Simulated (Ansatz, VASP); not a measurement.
**InP: VASP beside Ansatz**

```xyz
2
Lattice="0.0000 2.7972 2.7972 2.7972 0.0000 2.7972 2.7972 2.7972 0.0000" Properties=species:S:1:pos:R:3 pbc="T T T"
In    0.0000    0.0000    0.0000
P     2.7972    2.7972    2.7972
```

Change from the starting cell: volume scaled by 0.9405, PAW files.

Alike in both runs: task electric field gradients; functional PBEsol; k mesh 11 × 11 × 11; occupations fermi-dirac, width 0.03 eV; no spin polarisation.

```csv
,VASP,Ansatz
version,VASP 6.6.1,Ansatz 0.2.0
potentials or method,"VASP PAW PBE potentials, release 64 (In_d, P)","PAW with Ansatz's default frozen-core files, scalar-relativistic"
plane-wave cutoff (eV),520,420
valence electrons in the cell,18,18
```

|  | VASP | Ansatz | Ansatz less VASP |
| --- | --- | --- | --- |
| pressure (GPa) | -5.2 | -5.3 | -0.03 |
| Vzz of the field gradient on the site that differs most (V/Å²) | 0.0 | 0.0 | 0.00 |

With one functional, cell and mesh, what is left measures potentials, basis and numerics. Ansatz warned: «gradients_without_spin_orbit».

Caveats: the PAW data sets were made with another functional, which shifts forces and pressure a little (VASP).
